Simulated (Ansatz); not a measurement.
# Ruthenium, fcc: r²SCAN0 at the r²SCAN geometry

Aim: see what exact exchange does to the levels, and what it costs. Spin polarisation is left out. The cell comes from an earlier r²SCAN relaxation. Exact exchange is dear, so the k-mesh is coarse, and r²SCAN is run on the same mesh for comparison.

Computed with Ansatz 0.2.0 (DFT, plane waves (500 eV) with PBE-made PAW files, scalar-relativistic; functionals as named at each step, unless a step says otherwise).

## (1) The structure to begin with

Symmetry: Fm-3m, No. 225, cubic system. Conventional cell: a = 3.786 Å, b = 3.786 Å, c = 3.786 Å, α = 90.00°, β = 90.00°, γ = 90.00°. Around Ru (site symmetry m-3m) lie 12 Ru at 2.68 Å.

Structure file:

```
Ru
1.0
     0.00000    1.89321    1.89321
     1.89321    0.00000    1.89321
     1.89321    1.89321    0.00000
Ru
1
Direct
  0.00000 0.00000 0.00000
```

## (2) r²SCAN on the coarse mesh

The run with r²SCAN.

Contents of input.yaml:

```yaml
crystal:
  lattice:
    - [0.0, 1.8932138194, 1.8932138194]
    - [1.8932138194, 0.0, 1.8932138194]
    - [1.8932138194, 1.8932138194, 0.0]
  atoms:
    - { symbol: Ru, position: [0.0, 0.0, 0.0] }
hamiltonian:
  xc: r2scan
  pseudopotentials:
    kind: paw
    azcp:
      Ru: "pseudopotentials/Ru.paw.azcp"
basis:
  ecutwfc: 500
  fft_grid_basis: typed
kpoints:
  mp_grid: { grid: [7, 7, 7], shift: [0, 0, 0] }
magnetization:
  spin_polarized: false
scf:
  occupations: { method: fermi_dirac, width: 0.1 }
```

The run is started by

```
> ansatz run input.yaml --threads 4 --pin off --max-ram 8192MiB --backend cpu --events-out ev --progress --plain --runs-dir out
```

The program printed, shortened:

```text
Warning: RAYON_NUM_THREADS=4 ignored (pool sized by the plan → 4); use --threads N
[...]
Pseudopotentials: kind: paw
Pseudopotential: Ru, paw, valence charge 16, recommended cutoff 500 eV (meta_gga), <dir>
Functional definition: r2SCAN
[...]
Crystal: 1 atoms, lattice volume = 13.572 Å³
Basis set: ecut = 500 eV, 331 PW (Γ), exchange–correlation on 80×80×80 points (64 copies of the dense FFT grid, shifted against one another)
Bands: 12, of which v1, the nominal top of the filled ones, is band 8 counted from 1 (7 counted from 0)
Symmetry: 48 space group operations
Space group: Fm-3m (ITA 225), of the structure as read, at distance tolerance 2.4e-5 Å
k-points: 20 of 343
[...]
SCF iter   1: F=—  HF=-5890.544533 eV  |F-HF|=—  |Δ(HF+E_count)|=         —  Δρ=9.99e-3  dr2=3.45e-3  dr2_τ=6.39e-3  ethr=1.77e-3  ⟨swp⟩=5.1  Hψ=1383  notcnv=0
[...]
SCF iter   6: F=-5890.553568 eV  HF=-5890.553568 eV  |F-HF|=7.10e-8  |Δ(HF+E_count)|=   1.87e-6  Δρ=2.73e-5  dr2=4.87e-8  dr2_τ=4.87e-8  ethr=6.25e-10  ⟨swp⟩=2.0  Hψ=725  notcnv=0
[...]
SCF converged after 6 iterations
Free energy (F): -5890.553568 eV
[...]
E sigma→0 (E₀):  -5890.525218 eV
Entropy (-TS):   -0.056699 eV (-56.699 meV/atom)
Fermi energy:    23.243523 eV
[...]
```

It took 0.39 s on 4 threads of Arm Neoverse V1, shared host; peak memory 0.27 GiB.

## (3) r²SCAN0, coarse mesh

The run with r²SCAN0.

Changes to input.yaml since step 2:

```diff
@@ -8,3 +8,3 @@
 hamiltonian:
-  xc: r2scan
+  xc: r2scan0
   pseudopotentials:
```

The run is started by

```
> ansatz run input.yaml --threads 4 --pin off --max-ram 8192MiB --backend cpu --events-out ev --progress --plain --runs-dir out
```

The program printed, shortened:

```text
Warning: RAYON_NUM_THREADS=4 ignored (pool sized by the plan → 4); use --threads N
[...]
Pseudopotentials: kind: paw
Pseudopotential: Ru, paw, valence charge 16, recommended cutoff 500 eV (meta_gga), <dir>
Functional definition: r2SCAN0
[...]
Crystal: 1 atoms, lattice volume = 13.572 Å³
Basis set: ecut = 500 eV, 331 PW (Γ), exchange–correlation on 80×80×80 points (64 copies of the dense FFT grid, shifted against one another)
Bands: 12, of which v1, the nominal top of the filled ones, is band 8 counted from 1 (7 counted from 0)
Symmetry: 48 space group operations
Space group: Fm-3m (ITA 225), of the structure as read, at distance tolerance 2.4e-5 Å
k-points: 20 of 343
[...]
SCF iter   1: F=—  HF=-5890.545532 eV  |F-HF|=—  |Δ(HF+E_count)|=         —  Δρ=1.06e-2  dr2=4.10e-3  dr2_τ=6.75e-3  ethr=1.77e-3  ⟨swp⟩=6.9  Hψ=978  notcnv=0
[...]
Frozen-core exchange: fock
[...]
hybrid outer 1: dexx = +6.441e-3 eV, tail = 6.96e-3 eV
[...]
hybrid outer 4: dexx = +6.465e-6 eV, tail = 7.81e-8 eV, Δε = 1.37e-2 eV (about 2.19e-3 eV left of the loop's levels)
hybrid SCF converged: 4 outer / 34 inner (+7 warm-up), last move |dexx| = 6.46e-6 eV, tail = 7.81e-8 eV
Stability not checked: this state was not tested for a lower state beside it, because the functional holds exact exchange (a hybrid, or Hartree-Fock), whose exchange loop this test does not read (fock_operator; see scf.lower_state_search)
Free energy (F): -5888.674169 eV
Frozen-core exchange: fock
[...]
E sigma→0 (E₀):  -5888.665747 eV
Entropy (-TS):   -0.016844 eV (-16.844 meV/atom)
Fermi energy:    22.926781 eV
[...]
--- Band table (eV; the first three rows and the last of 20) ---
  k-point 0: bands = ["-56.3742", "-23.6456", "-23.6456", "-23.6456", "13.4740", "19.4975", "19.4975", "19.4975", "22.2642", "22.2642", "39.6538"]
[...]
  guard bands above this table: 1 of the run's 12 bands, where the rule asks 2: the bands that hold charge and the lowest empty level above them stay in the table. The solve was not asked for them (output.publish_guard_bands: true or output.eigenvalues: true publishes all)
```

Wall time 5.7 s (4 threads of Arm Neoverse V1, shared host); peak memory 0.72 GiB.

## (4) Side by side

```csv
functional,gap on the mesh,Fermi energy (eV),SCF cycles,exchange loops,CPU time
r²SCAN,none (levels filled in part),23.244,6,-,0.86 s
r²SCAN0,none (levels filled in part),22.927,41,4,18 s
```

## (5) Outcome

| quantity | value |
| --- | --- |
| r²SCAN: gap | none (levels filled in part) |
| r²SCAN0: gap | none (levels filled in part) |
| r²SCAN0: SCF cycles, exchange loops | 41, 4 |
| r²SCAN0: CPU time over that of r²SCAN | 21 |

What this shows: Neither r²SCAN nor r²SCAN0 shows a clean gap on this mesh. r²SCAN0 cost 21 times the CPU time of r²SCAN. The exchange operator of r²SCAN0 was renewed in 4 outer loops. The total energies in the logs cannot be compared from one functional to another.
